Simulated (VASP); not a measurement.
Set up this calculation in VASP 6.6.1, as the native input.

- Task: single point
- Functional: PBE
- Potentials or basis: VASP PAW PBE potentials, release 64 (Al)
- Cutoff: 520 eV
- k mesh: 6 × 6 × 6
- Occupations: gaussian, width 0.1 eV
- Spin: no spin polarisation
- Dipole correction: no
- Further INCAR settings: ALGO = Normal; EDIFF = 1e-06; NBANDS = 12

The structure of Al lies in POSCAR:

```
Al
1.0
    4.4677649553     -2.0253671748     -0.4442838896
    4.4677649553      2.0253671748     -0.4442838896
   -0.5528935994      0.0000000000      2.7851877708
Al
3
Direct
    0.6666629608      0.6666629608      0.6666733633
    0.3333370392      0.3333370392      0.3333266367
    0.0000000000      0.0000000000      0.0000000000
```

The cell was built by a generator and needn't be a form met in nature.

One way to write it, as run:

INCAR

```
PREC     = Accurate       # precision mode
ENCUT    = 520            # plane-wave cutoff, eV
EDIFF    = 1E-6           # SCF threshold, eV
ISMEAR   = 0              # smearing method
SIGMA    = 0.1            # smearing width, eV
LREAL    = F              # projectors in reciprocal space
LASPH    = T              # aspherical terms in the spheres
NELM     = 100            # most SCF steps
ALGO     = Normal         # electronic algorithm
ISIF     = 2              # what is computed and relaxed
LWAVE    = F              # write WAVECAR
LCHARG   = F              # write CHGCAR
GGA      = PE             # functional
NBANDS   = 12             # bands
```

KPOINTS

```
regular mesh
0
Gamma
  6 6 6
```

Potentials or basis: VASP PAW PBE potentials, release 64 (Al).

Launch:

```sh
$ cat potpaw_PBE.64/Al/POTCAR > POTCAR
$ mpirun -np 1 vasp_std > vasp.out
```

Results of the run:

```yaml
Pressure: 0.0 GPa
Band_gap_on_the_k_mesh: none (metal or under the smearing width)
```

Caveat: the k mesh is coarse (spacing up to 0.39 Å⁻¹), so the values aren't converged.

Wall time 38 s on 1 thread of Intel(R) Xeon(R) Platinum 8488C (Sapphire Rapids) (shared host), peak memory 0.18 GiB.
